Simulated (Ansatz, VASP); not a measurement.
**ScAl3 in VASP and in Ansatz**

```
Sc Al
1.0
     4.04889    0.00000    0.00000
     0.00000    4.04889    0.00000
     0.00000    0.00000    4.04889
Sc Al
1 3
Cartesian
  0.0000 0.0000 0.0000
  2.0244 0.0000 2.0244
  0.0000 2.0244 2.0244
  2.0244 2.0244 0.0000
```

Alike in both runs: functional PBE; dispersion D3(BJ); k mesh 10 × 10 × 10; occupations gaussian, width 0.1 eV; no spin polarisation.

Ansatz relaxed the structure, and its values are those at the end. VASP's run is a single point on that final structure, the one shown.

|  | VASP | Ansatz |
| --- | --- | --- |
| version | VASP 6.6.1 | Ansatz 0.2.0 |
| potentials or method | VASP PAW PBE potentials, release 64 (Sc_sv, Al) | scalar-relativistic, plane waves, PAW |
| plane-wave cutoff (eV) | 520 | 420 |
| valence electrons in the cell | 20 | 20 |

```tsv
	VASP	Ansatz	Ansatz less VASP
gap on the k mesh at the Fermi level (eV)	none	none	-
pressure (GPa)	0.0	0.0	-0.03
```

A gap of «none» marks a metal or a gap that the smearing closes.

Caveats: pairwise dispersion overbinds metals, which lowers pressure and volume.
